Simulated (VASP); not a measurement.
Input of a VASP 6.6.1 run:

INCAR

```
  PREC = Accurate
  ENCUT = 600
  EDIFF = 1E-6
  ISMEAR = -1
  SIGMA = 0.05
  LREAL = False
  LASPH = True
  NELM = 60
  ALGO = Normal
  ISIF = 3
  LWAVE = False
  LCHARG = False
  METAGGA = R2SCAN
  LMIXTAU = True
  IBRION = 2
  NSW = 60
  EDIFFG = -0.01
  PSTRESS = 180
```

The input KPOINTS:

```
regular mesh
0
Gamma
  10 10 10
```

The input POSCAR:

```
GaP
1.0
    0.0000000000      2.7250000000      2.7250000000
    2.7250000000      0.0000000000      2.7250000000
    2.7250000000      2.7250000000      0.0000000000
Ga P
1 1
Direct
    0.0000000000      0.0000000000      0.0000000000
    0.2500000000      0.2500000000      0.2500000000
```

Potentials or basis: VASP PAW PBE potentials, release 64 (Ga_d, P).

Launch:

```bash
$ cat potpaw_PBE.64/Ga_d/POTCAR potpaw_PBE.64/P/POTCAR > POTCAR
$ mpirun -np 1 vasp_std > vasp.out
```

Problem. What does it give for the relaxed volume?

Solution. 17.45 Å³/atom.

Problem. What does it give for the band gap on the k mesh?

Solution. 1.56 eV, indirect (least direct gap 3.68 eV).

Problem. Estimate the relaxed cell.

Solution. a = 3.668 Å, b = 3.668 Å, c = 3.668 Å, α = 60.00°, β = 60.00°, γ = 60.00°.

Final structure:
```cif
data_structure
_symmetry_space_group_name_H-M 'P 1'
_symmetry_Int_Tables_number 1
_cell_length_a 3.6679
_cell_length_b 3.6679
_cell_length_c 3.6679
_cell_angle_alpha 60.000
_cell_angle_beta 60.000
_cell_angle_gamma 60.000
_cell_volume 34.89
loop_
_atom_site_label
_atom_site_type_symbol
_atom_site_fract_x
_atom_site_fract_y
_atom_site_fract_z
_atom_site_occupancy
Ga1 Ga 0.00000 0.00000 0.00000 1
P1 P 0.25000 0.25000 0.25000 1
```

Caveat: the cell is relaxed towards a set pressure, so the enthalpy falls and the energy may rise; the PAW data sets were made with another functional, which shifts forces and pressure a little. r2SCAN opens gaps a little over a GGA but as a rule still falls short of measured ones.
